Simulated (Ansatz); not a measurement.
Space group Pm-3m (No. 221). a = 3.369 Å, b = 3.369 Å, c = 3.369 Å, α = 90.00°, β = 90.00°, γ = 90.00°
```
atom site symmetry x y z
  Sc    1b m-3m  0.5000  0.5000  0.5000
  Al    1a m-3m  0.0000  0.0000  0.0000
```

Equation of state of this ScAl structure (not necessarily the ground state), with shape and atoms relaxed at each volume where symmetry leaves them free. It has no gap at any of these volumes. Method: Ansatz, DFT r2SCAN, scalar-relativistic, plane waves, PAW.

Settings: cutoff 500 eV, Γ-centred mesh 12×12×12 on the computed 2-atom cell, Gaussian smearing of 0.10 eV; no spin polarisation.

```
V (Å³/atom) E − E(largest V) (meV/atom) P (GPa)
     16.826                        46.32    13.53
     17.400                         5.53     9.38
     17.974                       -21.41     5.80
     18.547                       -36.47     2.72
     19.121                       -41.24     0.04
     19.695                       -37.08    -2.24
     20.268                       -25.45    -4.17
     21.033                         0.00    -6.40
```

**Question.** Fit a third-order Birch–Murnaghan equation to E(V).

**Answer.** V0 = 19.13 Å³/atom, B0 = 82 GPa, B0' = 4.0.